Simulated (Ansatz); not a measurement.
Relaxation of CdSe, step by step

Method: PBE, scalar-relativistic; no spin polarisation; PAW, 420 eV, 6×6×4 k-mesh, Gaussian smearing of 0.05 eV; code Ansatz; PAW files: Ansatz's generated set soft_2.

The chain of runs began from a cell as deposited in COD, expanded in volume. Of that entry: the entry's cell lengths or inner coordinates differ somewhat from later room-temperature determinations.

```yaml
crystal:
  lattice:
    - [4.3127807497, 0.0, 0.0]
    - [-2.1563903749, 3.7349776902, 0.0]
    - [0.0, 0.0, 7.0385064835]
  atoms:
    - { symbol: Cd, position: [0.6666666667, 0.3333333333, 0.0] }
    - { symbol: Cd, position: [0.3333333333, 0.6666666667, 0.5] }
    - { symbol: Se, position: [0.6666666667, 0.3333333333, 0.375] }
    - { symbol: Se, position: [0.3333333333, 0.6666666667, 0.875] }
basis:
  ecutwfc: 420
  ecutrho_ratio: 4
kpoints:
  mp_grid: { grid: [6, 6, 4] }
hamiltonian:
  xc: pbe
scf:
  occupations: { method: gaussian, width: 0.05 }
output:
  forces: true
  stress: true
  eigenvalues: true
relax:
  f_tol: 0.03
  max_steps: 60
  cell: { stress_tol: 0.3 }
```

Launched as:
```sh
ansatz run input.yaml --threads 4 --pin off --max-ram 7168MiB --backend cpu --events-out ev --progress --plain --runs-dir out
```

Positions (Å) and forces (eV/Å) at the first step:

```xyz
4
Lattice="4.313 0.000 0.000 -2.156 3.735 0.000 0.000 0.000 7.039" Properties=species:S:1:pos:R:3:forces:R:3 pbc="T T T"
Cd    2.156    1.245    0.000    0.000    0.000   -0.021
Cd    0.000    2.490    3.519    0.000    0.000   -0.021
Se    2.156    1.245    2.639    0.000    0.000    0.021
Se    0.000    2.490    6.159    0.000    0.000    0.021
```

**Question.** Where does the relaxation end?

**Answer.** After 3 further evaluations the energy is 10.3 meV/atom lower and the largest force component 0.002 eV/Å; space group P6_3mc.
```xyz
4
Lattice="4.386 0.000 0.000 -2.193 3.798 0.000 0.000 0.000 7.157" Properties=species:S:1:pos:R:3 pbc="T T T"
Cd    2.193    1.266   -0.002
Cd    0.000    2.532    3.576
Se    2.193    1.266    2.686
Se    0.000    2.532    6.265
```

The course:

```tsv
step	E − E(end) (meV/atom)	largest force component (eV/Å)	P (GPa)	a (Å)	b (Å)	c (Å)	accepted
1	10.26	0.021	2.43	4.313	4.313	7.039	yes
2	1.38	0.006	-0.68	4.406	4.406	7.196	yes
3	0.28	0.003	-0.06	4.386	4.386	7.157	yes
4	0.00	0.002	-0.07	4.386	4.386	7.157	yes
```

Late in the path the plane-wave basis is renewed for the changed cell, which shifts energy and pressure at the same geometry (Pulay error), so rows before the renewal hold an offset.

Step 3 in full:

```xyz
4
Lattice="4.386 0.000 0.000 -2.193 3.798 0.000 0.000 0.000 7.157" Properties=species:S:1:pos:R:3:forces:R:3 pbc="T T T"
Cd    2.193    1.266   -0.002    0.000    0.000   -0.003
Cd    0.000    2.532    3.576    0.000    0.000   -0.003
Se    2.193    1.266    2.686    0.000    0.000    0.003
Se    0.000    2.532    6.265    0.000    0.000    0.003
```

Cost: 11 s on 4 threads of Arm Neoverse V2, on a shared host, peak memory 0.46 GiB.

The k-mesh is coarse, so small energy differences aren't converged.
